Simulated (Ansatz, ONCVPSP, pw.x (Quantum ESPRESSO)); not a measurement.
**From atom to crystal: ONCV potential for Sr (Z = 38)**

ONCVPSP 4.0.1 input, shortened (lines: element, Z, core and valence counts, functional; n l f; lmax; l rc ep ncon nbas qcut; lloc lpopt rc5 dvloc0; l nproj debl; icmod fcfact rcfact), PBE, scalar-relativistic:

```
  Sr 38.00    8    1        4      upf
    1    0    2.00
    2    0    2.00
    2    1    6.00
    3    0    2.00
    3    1    6.00
    3    2   10.00
    4    0    2.00
    4    1    6.00
    5    0    2.00
    2
    0    4.00    0.00    4    7    1.70
    1    3.85    0.21    3    6    2.30
    2    4.10    0.44    4    7    2.70
    1    5    3.85    0.00
    0    2    3.70
    1    0    3.30
    2    1    0.90
    0    0.00    0.00
```

In the p channel the program set the typed energies aside and used 0.050 Ha. In the d channel the program set the typed energies aside and used -0.047 Ha.

Atomic tests: cutoffs needed: 1.4 Ha and 4.8 Ha (the cutoffs (Ha) at which the residual kinetic energy of the hardest occupied pseudo-wave falls to 1 and 0.1 mHa per electron) The cutoffs count occupied waves only; projector 2 of the s channel, the hardest unoccupied one, needs 12 Ha at the loose tolerance.; ghost test: no bound ghost flagged; no localised positive-energy state flagged; configuration tests: 1 of 4 tests not solved or not reliable.

Crystal test: fcc Sr in pw.x 7.5, no spin, 10³ k-points, Fermi–Dirac smearing 0.01 Ry, cutoffs 35/140 Ry. The lattice is a test structure that the element need not adopt, and mesh and smearing are coarse.

pw.x input:

```
&control
  calculation='scf', prefix='x', pseudo_dir='./', outdir='./tmp', tstress=.true., disk_io='low'
/
&system
  ibrav=0, nat=1, ntyp=1, ecutwfc=35, ecutrho=140, nbnd=8,
  occupations='smearing', smearing='fd', degauss=0.01
/
&electrons
  conv_thr=1e-09, mixing_beta=0.4, electron_maxstep=70
/
ATOMIC_SPECIES
Sr 1.0 Sr.UPF
CELL_PARAMETERS angstrom
  0.00000000 3.02105558 3.02105558
  3.02105558 0.00000000 3.02105558
  3.02105558 3.02105558 0.00000000
ATOMIC_POSITIONS crystal
Sr 0.0000 0.0000 0.0000
K_POINTS automatic
10 10 10 0 0 0
```

```bash
pw.x < Sr.scf.in > Sr.scf.out
```

Problem. How does the run end?

Solution. It converges; the pressure is 0.19 GPa against 0.01 GPa from all-electron LAPW. This is a poor potential for the solid. Atomic configuration tests: 1 of 4 tests not solved or not reliable. The log shows:

```
     number of Kohn-Sham states=            8
     kinetic-energy cutoff     =      35.0000  Ry
     charge density cutoff     =     140.0000  Ry
     scf convergence threshold =      1.0E-09
     Exchange-correlation= PBE
     number of k points=    47  Fermi-Dirac smearing, width (Ry)=  0.0100
     iteration #  1     ecut=    35.00 Ry     beta= 0.40
     c_bands:  1 eigenvalues not converged
     total energy              =      -1.32328036 Ry
     estimated scf accuracy    <       0.00058867 Ry
     iteration #  2     ecut=    35.00 Ry     beta= 0.40
     total energy              =      -1.32355269 Ry
     estimated scf accuracy    <       0.00023738 Ry
     iteration #  3     ecut=    35.00 Ry     beta= 0.40
     total energy              =      -1.32358018 Ry
     estimated scf accuracy    <       0.00000082 Ry
     iteration #  4     ecut=    35.00 Ry     beta= 0.40
     c_bands:  1 eigenvalues not converged
     c_bands:  1 eigenvalues not converged
     total energy              =      -1.32358301 Ry
     estimated scf accuracy    <       0.00000031 Ry
     iteration #  5     ecut=    35.00 Ry     beta= 0.40
     total energy              =      -1.32358326 Ry
     estimated scf accuracy    <       0.00000006 Ry
     iteration #  6     ecut=    35.00 Ry     beta= 0.40
     total energy              =      -1.32358328 Ry
     estimated scf accuracy    <       0.00000001 Ry
     iteration #  7     ecut=    35.00 Ry     beta= 0.40
     the Fermi energy is     1.7927 ev
!    total energy              =      -1.32358328 Ry
     estimated scf accuracy    <          2.0E-10 Ry
     smearing contrib. (-TS)   =      -0.00594522 Ry
     The total energy is F=E-TS. E is the sum of the following terms:
     one-electron contribution =       0.94377583 Ry
     hartree contribution      =       0.00227232 Ry
     xc contribution           =      -0.65748961 Ry
     ewald contribution        =      -1.60619660 Ry
     convergence has been achieved in   7 iterations
          total   stress  (Ry/bohr**3)                   (kbar)     P=        1.90
```
